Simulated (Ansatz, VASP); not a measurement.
# One calculation of ZnO, two programs

File INCAR:

```
PREC = Accurate ; ENCUT = 520
EDIFF = 1E-7 ; ISMEAR = 0
SIGMA = 0.02 ; LREAL = F
LASPH = T ; NELM = 60
ALGO = Normal ; ISIF = 2
LWAVE = F ; LCHARG = F
GGA = PS ; NBANDS = 26
```

KPOINTS

```
regular mesh
0
Gamma
  9 9 6
```

POSCAR

```
ZnO
1.0
    3.3597374222      0.0000000000      0.0000000000
   -1.6798687111      2.9096179577      0.0000000000
    0.0000000000      0.0000000000      4.9835551227
Zn O
2 2
Direct
    0.6666666667      0.3333333333      0.4894818116
    0.3333333333      0.6666666667     -0.0105181884
    0.6666666667      0.3333333333      0.8908281884
    0.3333333333      0.6666666667      0.3908281884
```

Input for Ansatz:

```yaml
crystal:
  lattice:
    - [3.3597374222, 0.0, 0.0]
    - [-1.6798687111, 2.9096179577, 0.0]
    - [0.0, 0.0, 4.9835551227]
  atoms:
    - { symbol: Zn, position: [0.6666666667, 0.3333333333, 0.4894818116] }
    - { symbol: Zn, position: [0.3333333333, 0.6666666667, -0.0105181884] }
    - { symbol: O, position: [0.6666666667, 0.3333333333, 0.8908281884] }
    - { symbol: O, position: [0.3333333333, 0.6666666667, 0.3908281884] }
basis:
  ecutwfc: 420
kpoints:
  mp_grid: { grid: [9, 9, 6] }
  band_path: { path: [VBM, CBM], npoints: 2 }
hamiltonian:
  xc: pbesol
scf:
  occupations: { method: gaussian, width: 0.02 }
output:
  forces: true
  stress: true
  eigenvalues: true
checkpoint:
  read: start.run
  write: ck
  compress: false
  write_wavefunctions: false
  write_every: 100000
```

Alike in both runs: task single point; functional PBEsol; k mesh 9 × 9 × 6; occupations gaussian, width 0.02 eV; no spin polarisation.

|  | VASP | Ansatz |
| --- | --- | --- |
| version | VASP 6.6.1 | Ansatz 0.2.0 |
| potentials or method | VASP PAW PBE potentials, release 64 (Zn, O) | scalar-relativistic, plane waves, PAW |
| plane-wave cutoff (eV) | 520 | 420 |
| valence electrons in the cell | 36 | 36 |

Ansatz gave:

| Property | Result |
| --- | --- |
| gap on the k mesh at the Fermi level (eV) | 0.73 |
| least direct gap on the mesh (eV) | 0.73 |
| pressure (GPa) | -5.2 |
| largest component of the traceless stress (GPa) | 5.16 |
| rms of the force components (eV/Å) | 0.000 |

Task: What did VASP give for the same quantities?

Result: gap on the k mesh at the Fermi level (eV): 0.72; least direct gap on the mesh (eV): 0.72; pressure (GPa): -4.3; largest component of the traceless stress (GPa): 5.21; rms of the force components (eV/Å): 0.009.

Atom by atom the forces differ by 0.009 eV/Å (rms over components).

Caveats: the PAW data sets were made with another functional, which shifts forces and pressure a little (VASP). As with any semilocal functional, this PBEsol gap is likely too small.
